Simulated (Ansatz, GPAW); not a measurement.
# BaS (001), 8 units in an electric field

Aim: the dipole that a field along the normal induces in BaS (001), 8 units.

Method: Ansatz plane waves; layer without images along its normal, relaxation of atoms and in-plane cell; PAW set soft_1, in the first sound run; inputs show where later runs differ, in GPAW 26.7.0 and Ansatz 0.2.0.

## (1) The starting structure

The cell holds 16 atoms: 8 Ba and 8 S. Its edges and angles: a = 4.518 Å, b = 4.518 Å, c = 40.365 Å, α = 90.0°, β = 90.0°, γ = 90.0°. It derives from BaS (rocksalt BaS). Vacuum lies along c.

## (2) Relaxation

Forces are removed first; all later runs use this geometry.

The input, input.yaml:

```yaml
crystal:
  lattice:
    - [4.51841233, 0.0, 0.0]
    - [0.0, 4.51841233, 0.0]
    - [0.0, 0.0, 40.365]
  atoms:
    - { symbol: Ba, position: [0.5, 0.5, 0.2229654404] }
    - { symbol: S, position: [0.0, 0.0, 0.2229654404] }
    - { symbol: Ba, position: [0.0, 0.0, 0.3021181717] }
    - { symbol: S, position: [0.5, 0.5, 0.3021181717] }
    - { symbol: Ba, position: [0.5, 0.5, 0.381270903] }
    - { symbol: S, position: [0.0, 0.0, 0.381270903] }
    - { symbol: Ba, position: [0.0, 0.0, 0.4604236343] }
    - { symbol: S, position: [0.5, 0.5, 0.4604236343] }
    - { symbol: Ba, position: [0.5, 0.5, 0.5395763657] }
    - { symbol: S, position: [0.0, 0.0, 0.5395763657] }
    - { symbol: Ba, position: [0.0, 0.0, 0.618729097] }
    - { symbol: S, position: [0.5, 0.5, 0.618729097] }
    - { symbol: Ba, position: [0.5, 0.5, 0.6978818283] }
    - { symbol: S, position: [0.0, 0.0, 0.6978818283] }
    - { symbol: Ba, position: [0.0, 0.0, 0.7770345596] }
    - { symbol: S, position: [0.5, 0.5, 0.7770345596] }
  periodic: [true, true, false]
kpoints:
  mp_grid: { grid: [6, 6, 1] }
hamiltonian:
  xc: pbe
  pseudopotentials: { kind: paw, azcp: { folder: soft_1 } }
scf:
  occupations: { method: fermi_dirac, width: 0.05 }
relax:
  f_tol: 0.01
  max_steps: 90
  cell: {}
```

The run is started by

```console
> ansatz run input.yaml --threads 4 --pin off --max-ram 8192MiB --backend cpu --events-out ev --progress --plain --runs-dir out
```

Numbers of over 12 decimals in the logs are rounded to 6 here.

Log:

```text
Warning: crystal.periodic: the lattice vector that does not repeat stood 0.000° off the slab's normal, 40.365 Å along it as the deck builds it. The run solves the slab on a vector along the normal, 68.530 Å long, with every atom where it was (on the deck's vector they left 18.00 Å outside them, and the widest stretch free of ions among them is 3.20 Å). A fractional position that the run reports is one of the run's ce [...]
crystal.periodic: the lattice vector that does not repeat stood 0.000° off the slab's normal, 40.365 Å along it as the deck builds it. The run solves the slab on a vector along the normal, 68.530 Å long, with every atom where it was (on the deck's vector they left 18.00 Å outside them, and the widest stretch free of ions among them is 3.20 Å). A fractional position that the run reports is one of the run's cell, which [...]
Engine: ansatz 0.2.0, x86_64-unknown-linux-gnu
Pseudopotentials: kind: paw
Pseudopotential: Ba, paw, valence charge 10, recommended cutoff 420 eV (normal), soft_1/Ba.paw.azcp
Pseudopotential: S, paw, valence charge 6, recommended cutoff 420 eV (normal), soft_1/S.paw.azcp
Functional definition: PBE
  parameter kappa = 0.804
  parameter beta = 0.066725
  exchange = pbe_x(kappa = kappa, mu = beta*pi^2/3)
  correlation = pbe_c(beta = beta)
Crystal: 16 atoms, lattice volume = 1399.112 Å³
Basis set: ecut = 420 eV, 27413 PW (Γ), exchange–correlation on 64×64×960 points (8 copies of the dense FFT grid, shifted against one another)
Bands: 80, of which v1, the nominal top of the filled ones, is band 64 counted from 1 (63 counted from 0)
Symmetry: 16 space group operations
Space group: P4/nmm (ITA 129), of the structure as read, at distance tolerance 1.1e-4 Å
k-points: 10 of 36
Non-local potential: Ba, projectors of the file, l = 0: 3, l = 1: 2, l = 2: 2, l = 3: 2
Non-local potential: S, projectors of the file, l = 0: 2, l = 1: 2, l = 2: 1
PAW form: soft (Blöchl's): semilocal exchange-correlation on the pseudo side does not see the compensation charge
PAW one-centre angular grid: Ba, 194 points (default); XC on 64 Gauss nodes
PAW one-centre angular grid: S, 110 points (default); XC on 64 Gauss nodes
Initial density: superposition of atomic densities (neutral atoms: chi_scale 0, normalization atom)
Initial wavefunctions: pseudopotential atomic-orbital guess
Functional: x = pbe(κ = 0.804, μ = 0.219515), c = pbe(β = 0.066725)
SCF iter   1: F=—  HF=-54852.216936 eV  |F-HF|=—  |Δ(HF+E_count)|=         —  Δρ=2.12e-2  dr2=1.78e1  ethr=3.10e-3  ⟨swp⟩=25.6  Hψ=8165  notcnv=0  defer=9
preconditioner: auto → Resta (q_TF=auto, 1.831 Å⁻¹)  ε∞=1.9  [insulator: Δε(μ)=2.925 eV  Ē_g=11.347 eV  σ=0.050 eV  W_gap=1.00  n_scr=138 (ndim 8)  ℏωp=10.5 eV  f_vac=0.591  D(μ)=0.00/eV (n_scr^D=0)  ε∞_Penn≈1.9  vacuum switching on, ρ_ref=9.3e-3 e/Å³]
SCF iter   2: F=—  HF=-54847.257256 eV  |F-HF|=—  |Δ(HF+E_count)|=    4.96e0  Δρ=8.14e-3  dr2=1.10e0  ethr=3.10e-3  ⟨swp⟩=5.6  Hψ=2016  notcnv=0  defer=92
SCF iter   3: F=—  HF=-54847.288239 eV  |F-HF|=—  |Δ(HF+E_count)|=   3.10e-2  Δρ=4.07e-3  dr2=3.18e-1  ethr=8.62e-4  ⟨swp⟩=3.5  Hψ=1069  notcnv=0  defer=93
SCF iter   4: F=—  HF=-54847.398328 eV  |F-HF|=—  |Δ(HF+E_count)|=   1.10e-1  Δρ=8.56e-4  dr2=5.78e-2  ethr=2.48e-4  ⟨swp⟩=7.8  Hψ=1828  notcnv=0  defer=90
SCF iter   5: F=—  HF=-54847.387762 eV  |F-HF|=—  |Δ(HF+E_count)|=   1.06e-2  Δρ=4.45e-4  dr2=2.70e-3  ethr=4.52e-5  ⟨swp⟩=5.5  Hψ=1816  notcnv=0  defer=93
SCF iter   6: F=—  HF=-54847.390058 eV  |F-HF|=—  |Δ(HF+E_count)|=   2.30e-3  Δρ=1.78e-4  dr2=7.86e-4  ethr=2.11e-6  ⟨swp⟩=3.0  Hψ=1634  notcnv=0  defer=86
SCF iter   7: F=—  HF=-54847.389905 eV  |F-HF|=—  |Δ(HF+E_count)|=   1.53e-4  Δρ=6.71e-5  dr2=1.05e-4  ethr=6.14e-7  ⟨swp⟩=3.0  Hψ=1413  notcnv=0  defer=86
SCF iter   8: F=—  HF=-54847.389880 eV  |F-HF|=—  |Δ(HF+E_count)|=   2.56e-5  Δρ=1.40e-5  dr2=7.02e-6  ethr=8.24e-8  ⟨swp⟩=2.7  Hψ=1470  notcnv=0  defer=86
SCF iter   9: F=—  HF=-54847.390304 eV  |F-HF|=—  |Δ(HF+E_count)|=   4.24e-4  Δρ=8.04e-6  dr2=2.12e-6  ethr=5.48e-9  ⟨swp⟩=3.0  Hψ=1598  notcnv=0  defer=86
SCF iter  10: F=—  HF=-54847.390304 eV  |F-HF|=—  |Δ(HF+E_count)|=   1.90e-7  Δρ=2.78e-6  dr2=1.17e-7  ethr=1.65e-9  ⟨swp⟩=2.4  Hψ=1297  notcnv=0  defer=86
SCF iter  11: F=-54847.390304 eV  HF=-54847.390304 eV  |F-HF|=4.51e-9  |Δ(HF+E_count)|=   4.61e-8  Δρ=6.22e-7  dr2=7.06e-9  ethr=7.81e-11  ⟨swp⟩=6.7  Hψ=3437  notcnv=0
SCF 1 converged in 11 iterations: F = -54847.390304 eV  dr2 = 7.06e-9
  greatest PAW one-centre occupation: 0.956 electrons in one spin orbital (limit 2), on the Ba atom at site 12 (counted from 0), in its partial waves of l = 0
relax step   1: F+E_penalty+E_count = -54847.39030381 eV  Δ(F+E_penalty+E_count) = +0.000e0 eV  max|allowed force component| = 1.418e-1 eV/Å  Δτ_max = 0.0000 Å  P = +0.203 N/m  Ω = 1399.112 Å³  fix = [c, alpha, beta]  reactions: c +0.000 N/m  (11 SCF iters, dr2 threshold 1.00e-7 eV, accepted)
Crystal: 16 atoms, lattice volume = 1401.270 Å³
Basis set: ecut = 420 eV, 27453 PW (Γ), exchange–correlation on 64×64×960 points (8 copies of the dense FFT grid, shifted against one another)
Initial density: handed on by an earlier stage of this run
Initial wavefunctions: those handed on with the density
iter 1 solved again at ethr=5.71e-5 eV; its pass at ethr=3.10e-3 eV (dr2=7.31e-2 eV) is discarded
SCF iter   1: F=—  HF=-54847.415976 eV  |F-HF|=—  |Δ(HF+E_count)|=         —  Δρ=1.20e-3  dr2=7.01e-2  ethr=5.71e-5  ⟨swp⟩=5.0  Hψ=4427  notcnv=0
preconditioner: auto → Resta (q_TF=auto, 1.831 Å⁻¹)  ε∞=1.9  [insulator: Δε(μ)=2.159 eV  Ē_g=10.875 eV  σ=0.050 eV  W_gap=1.00  n_scr=146 (ndim 8)  ℏωp=10.5 eV  f_vac=0.610  D(μ)=0.00/eV (n_scr^D=0)  ε∞_Penn≈1.9  vacuum switching on, ρ_ref=8.6e-3 e/Å³]
SCF iter   2: F=—  HF=-54847.404491 eV  |F-HF|=—  |Δ(HF+E_count)|=   1.15e-2  Δρ=5.37e-4  dr2=1.03e-2  ethr=5.48e-5  ⟨swp⟩=5.4  Hψ=1906  notcnv=0  defer=16
SCF iter   3: F=—  HF=-54847.402971 eV  |F-HF|=—  |Δ(HF+E_count)|=   1.52e-3  Δρ=3.50e-4  dr2=2.43e-3  ethr=8.06e-6  ⟨swp⟩=3.2  Hψ=1525  notcnv=0  defer=30
SCF iter   4: F=—  HF=-54847.403135 eV  |F-HF|=—  |Δ(HF+E_count)|=   1.65e-4  Δρ=1.53e-4  dr2=8.36e-4  ethr=1.90e-6  ⟨swp⟩=2.8  Hψ=1367  notcnv=0  defer=30
SCF iter   5: F=—  HF=-54847.403478 eV  |F-HF|=—  |Δ(HF+E_count)|=   3.42e-4  Δρ=4.05e-5  dr2=5.10e-5  ethr=6.53e-7  ⟨swp⟩=3.0  Hψ=1366  notcnv=0  defer=34
SCF iter   6: F=—  HF=-54847.403481 eV  |F-HF|=—  |Δ(HF+E_count)|=   3.91e-6  Δρ=1.07e-5  dr2=2.19e-6  ethr=3.99e-8  ⟨swp⟩=2.9  Hψ=1445  notcnv=0  defer=34
[...]
SCF iter   1: F=—  HF=-54847.404878 eV  |F-HF|=—  |Δ(HF+E_count)|=         —  Δρ=1.71e-4  dr2=2.06e-3  ethr=2.24e-6  ⟨swp⟩=4.2  Hψ=3711  notcnv=0  defer=2
preconditioner: auto → Resta (q_TF=auto, 1.831 Å⁻¹)  ε∞=1.9  [insulator: Δε(μ)=2.065 eV  Ē_g=10.889 eV  σ=0.050 eV  W_gap=1.00  n_scr=146 (ndim 8)  ℏωp=10.5 eV  f_vac=0.610  D(μ)=0.00/eV (n_scr^D=0)  ε∞_Penn≈1.9  vacuum switching on, ρ_ref=8.6e-3 e/Å³]
SCF iter   2: F=—  HF=-54847.404458 eV  |F-HF|=—  |Δ(HF+E_count)|=   4.21e-4  Δρ=1.09e-4  dr2=2.50e-4  ethr=1.61e-6  ⟨swp⟩=3.0  Hψ=1316  notcnv=0
SCF iter   3: F=—  HF=-54847.404432 eV  |F-HF|=—  |Δ(HF+E_count)|=   2.55e-5  Δρ=4.81e-5  dr2=6.29e-5  ethr=1.96e-7  ⟨swp⟩=3.0  Hψ=1451  notcnv=0
SCF iter   4: F=—  HF=-54847.404916 eV  |F-HF|=—  |Δ(HF+E_count)|=   4.84e-4  Δρ=1.40e-5  dr2=9.62e-6  ethr=4.91e-8  ⟨swp⟩=2.5  Hψ=1467  notcnv=0
SCF iter   5: F=—  HF=-54847.404915 eV  |F-HF|=—  |Δ(HF+E_count)|=   9.00e-7  Δρ=5.56e-6  dr2=6.04e-7  ethr=7.51e-9  ⟨swp⟩=3.0  Hψ=1538  notcnv=0
SCF iter   6: F=-54847.404915 eV  HF=-54847.404915 eV  |F-HF|=9.53e-8  |Δ(HF+E_count)|=   2.80e-7  Δρ=1.58e-6  dr2=1.47e-7  ethr=1.92e-10  ⟨swp⟩=6.1  Hψ=3439  notcnv=0
SCF 3 converged in 6 iterations: F = -54847.404915 eV  dr2 = 1.47e-7
relax step   3: F+E_penalty+E_count = -54847.40491517 eV  Δ(F+E_penalty+E_count) = -1.432e-3 eV  max|allowed force component| = 1.172e-2 eV/Å  Δτ_max = 0.0166 Å  P = -0.071 N/m  Ω = 1400.905 Å³  energy of the carried Pulay correction = -7.187e-5 eV  fix = [c, alpha, beta]  reactions: c +0.000 N/m  (6 SCF iters, dr2 threshold 2.46e-7 eV, accepted)
[...]
relax step   4: F+E_penalty+E_count = -54847.40505833 eV  Δ(F+E_penalty+E_count) = -1.432e-4 eV  max|allowed force component| = 1.524e-3 eV/Å  Δτ_max = 0.0051 Å  P = +0.008 N/m  Ω = 1400.318 Å³  energy of the carried Pulay correction = -4.836e-5 eV  fix = [c, alpha, beta]  reactions: c +0.000 N/m  (6 SCF iters, dr2 threshold 8.59e-9 eV, accepted)
Initial wavefunctions: pseudopotential atomic-orbital guess (no wavefunctions were taken with the density)
iter 1 solved again at ethr=1.38e-7 eV; its pass at ethr=3.10e-3 eV (dr2=1.77e-4 eV) is discarded
SCF iter   1: F=—  HF=-54847.404639 eV  |F-HF|=—  |Δ(HF+E_count)|=         —  Δρ=1.17e-6  dr2=1.13e-8  ethr=1.38e-7  ⟨swp⟩=8.0  Hψ=11345  notcnv=0  defer=1
eigensolver tolerance schedule: the retry pair's looser diagonalisation over-reported the residual by 15694.76 of it (diagonalisation noise at 2.32 of the residual, at the tolerance the schedule requests for it); recorded, not acted on — ethr = c·dr2/N_el stays at c = 1.0e-1
preconditioner: auto → Resta (q_TF=auto, 1.831 Å⁻¹)  ε∞=1.9  [insulator: Δε(μ)=2.076 eV  Ē_g=10.886 eV  σ=0.050 eV  W_gap=1.00  n_scr=146 (ndim 8)  ℏωp=10.5 eV  f_vac=0.610  D(μ)=0.00/eV (n_scr^D=0)  ε∞_Penn≈1.9  vacuum switching on, ρ_ref=8.6e-3 e/Å³]
SCF iter   2: F=—  HF=-54847.405111 eV  |F-HF|=—  |Δ(HF+E_count)|=   4.72e-4  Δρ=6.44e-7  dr2=6.22e-9  ethr=8.80e-12  ⟨swp⟩=6.4  Hψ=3466  notcnv=0  defer=1
SCF iter   3: F=—  HF=-54847.405112 eV  |F-HF|=—  |Δ(HF+E_count)|=   1.34e-6  Δρ=4.37e-7  dr2=1.29e-9  ethr=4.86e-12  ⟨swp⟩=2.3  Hψ=1019  notcnv=0  defer=1
SCF iter   4: F=—  HF=-54847.405115 eV  |F-HF|=—  |Δ(HF+E_count)|=   2.88e-6  Δρ=9.78e-8  dr2=3.36e-10  ethr=1.00e-12  ⟨swp⟩=3.2  Hψ=1630  notcnv=0  defer=1
SCF iter   5: F=—  HF=-54847.405115 eV  |F-HF|=—  |Δ(HF+E_count)|=   2.03e-7  Δρ=7.99e-8  dr2=1.46e-10  ethr=1.00e-12  ⟨swp⟩=2.8  Hψ=1094  notcnv=0  defer=1
SCF iter   6: F=—  HF=-54847.405115 eV  |F-HF|=—  |Δ(HF+E_count)|=   1.99e-8  Δρ=5.54e-8  dr2=3.68e-11  ethr=1.00e-12  ⟨swp⟩=1.9  Hψ=967  notcnv=0  defer=1
SCF iter   7: F=-54847.405115 eV  HF=-54847.405115 eV  |F-HF|=1.08e-8  |Δ(HF+E_count)|=   3.31e-8  Δρ=2.20e-8  dr2=5.67e-12  ethr=1.00e-12  ⟨swp⟩=9.2  Hψ=4716  notcnv=0
SCF 5 converged in 7 iterations: F = -54847.405115 eV  dr2 = 5.67e-12
relax step   5: F+E_penalty+E_count = -54847.40511536 eV  Δ(F+E_penalty+E_count) = -5.703e-5 eV  max|allowed force component| = 1.516e-3 eV/Å  Δτ_max = 0.0000 Å  P = +0.008 N/m  Ω = 1400.318 Å³  fix = [c, alpha, beta]  reactions: c +0.000 N/m  stress off target by 7.81e-3 N/m on what of the cell is left free  SCF on the basis re-selected at this cell (its energy is not comparable with the rows above)  (7 SCF iters)
basis re-selected at this cell: Δ(F+E_penalty+E_count) = -5.703e-5 eV, ΔP = -0.000 N/m vs the last step (what re-selecting the basis moved, of the pressure what is left beyond the Pulay correction that the steps carried, after the strain that the cell walked since its last selection, with what the two solves' SCF thresholds leave and, on support functions, any second-order correction that the steps lacked; it is no m [...]
SCF converged after 7 iterations
Free energy (F): -54847.405115 eV
Harris-Foulkes:  -54847.405115 eV  (|F-HF|=1.08e-8)
Internal energy: -54847.405115 eV  (E = F + TS)
E sigma→0 (E₀):  -54847.405115 eV
Fermi energy:    -3.160909 eV
--- Per-component energies (eV) ---
  E_band       = -1712.997000
  E_kinetic    = 2121.531875
  E_local      = -628516.200668  (includes V_loc(G=0)·N_el)
  E_nonlocal   = 1019.405005
  E_hartree    = 312884.266808
  E_xc         = -2302.698785
  E_vxc        = -1693.674093  (∫ρ·V_xc dr)
  E_paw        = -46430.625777  (= ΣΔE_a)
  E_vpaw       = -412.593577  (= ΣTr[D̂ρ^β])
  E_aug_tail   = -0.000017  (compensation charges beyond the density's cutoff)
  E_ewald      = 306376.916443
  E_smearing   = -0.000000  (= −TS)
  E_closure    = 0.000000  (closes the sum)
  Σ components = -54847.405115   (vs F -54847.405115, Δ=0.00e0)
--- Forces (eV/Å), atoms counted from 1 ---
  atom   1  Ba    -0.00000000     0.00000000     0.00036076
  atom   2  S      0.00000000     0.00000000    -0.00098060
  atom   3  Ba     0.00000000     0.00000000     0.00151618
  atom   4  S     -0.00000000     0.00000000    -0.00140151
  atom   5  Ba     0.00000000     0.00000000    -0.00034033
  atom   6  S      0.00000000     0.00000000     0.00124832
  atom   7  Ba     0.00000000     0.00000000    -0.00094700
  atom   8  S      0.00000000     0.00000000    -0.00065176
  atom   9  Ba     0.00000000     0.00000000     0.00094700
  atom  10  S     -0.00000000     0.00000000     0.00065176
  atom  11  Ba     0.00000000     0.00000000     0.00034033
  atom  12  S      0.00000000     0.00000000    -0.00124832
  atom  13  Ba     0.00000000     0.00000000    -0.00151618
  atom  14  S     -0.00000000     0.00000000     0.00140151
  atom  15  Ba    -0.00000000     0.00000000    -0.00036076
  atom  16  S      0.00000000     0.00000000     0.00098060
  max |Σ_I F_I| component: 2.17e-19 eV/Å
--- 2D stress c σ (N/m, compression-positive) ---
        0.007808       0.000000       0.000000
        0.000000       0.007808       0.000000
        0.000000       0.000000       0.000000
  P = ½ c Tr σ = 0.0078 N/m
--- Relaxed structure (4 steps of the walk, 4 accepted, 1 SCFs on fresh bases) ---
  F+E_penalty+E_count = -54847.40511536 eV   max|allowed force component| = 1.516e-3 eV/Å   (the final SCF, on the basis selected at the relaxed cell)
  cell:  # Å, volume = 1400.3180 Å³
    - [4.520360, 0, 0.0]
    - [0, 4.520360, 0.0]
    - [0.0, 0.0, 68.529999993016]
  atoms:
    - { symbol: Ba, position: [0.5, 0.5, 0.130912] }
    - { symbol: S, position: [0, 0, 0.130830] }
    - { symbol: Ba, position: [0, 0, 0.176901] }
    - { symbol: S, position: [0.5, 0.5, 0.176743] }
    - { symbol: Ba, position: [0.5, 0.5, 0.223995] }
    - { symbol: S, position: [0, 0, 0.224087] }
    - { symbol: Ba, position: [0, 0, 0.271016] }
    - { symbol: S, position: [0.5, 0.5, 0.270968] }
    - { symbol: Ba, position: [0.5, 0.5, 0.317996] }
    - { symbol: S, position: [0, 0, 0.318044] }
    - { symbol: Ba, position: [0, 0, 0.365017] }
    - { symbol: S, position: [0.5, 0.5, 0.364925] }
    - { symbol: Ba, position: [0.5, 0.5, 0.412111] }
    - { symbol: S, position: [0, 0, 0.412269] }
    - { symbol: Ba, position: [0, 0, 0.458100] }
    - { symbol: S, position: [0.5, 0.5, 0.458182] }
```

Elapsed: 2.6 min, on 4 threads of Intel Xeon Platinum 8259CL at 2.50GHz (Skylake/Cascade Lake), shared host; peak memory 3.2 GiB.

The steps of the relaxation:

```csv
step,energy less that of the first step (eV),largest force component (eV/Å),volume (Å³)
1,0.0000,0.1418,1399.11
2,-0.0132,0.0628,1401.27
3,-0.0146,0.0117,1400.90
4,-0.0148,0.0015,1400.32
5*,-0.0148,0.0015,1400.32
```

Relaxation steps marked * repeat the geometry before them on a plane-wave basis chosen anew for their cell, so energy and pressure can jump there.

The run keeps the 16 symmetry operations that it works with, so distortions that break them were not tested.

```csv
cell as run,before,after,change
a (Å),4.518,4.520,+0.0 %
b (Å),4.518,4.520,+0.0 %
```

The atoms that moved most (Å, along periodic axes as changes of fractional coordinates times the final cell, across vacuum about the mean position):

```csv
atom,dx,dy,dz,length
S14,0.000,0.000,0.083,0.083
S4,0.000,0.000,-0.083,0.083
Ba3,0.000,0.000,-0.072,0.072
Ba13,0.000,0.000,0.072,0.072
Ba11,0.000,0.000,0.040,0.040
Ba5,0.000,0.000,-0.040,0.040
S2,0.000,0.000,-0.034,0.034
S16,0.000,0.000,0.034,0.034
```

This step gave:

- free energy: -54847.4051 eV
- gap by band count: 2.076 eV
- symmetry operations: 16

The relaxation lowered the energy of the cell by 0.0148 eV.

(Part 1 of 2 ends here.)

[Logs are printed without paths, hosts, clocks, repeated set-up lines and the standing remarks that a program may print on its own settings, such as how far it seeks lower states.]

[Hosts, paths, dates, database ids (printed as entryN), source tags and the programs' standing remarks are cut or masked in the printed files.]
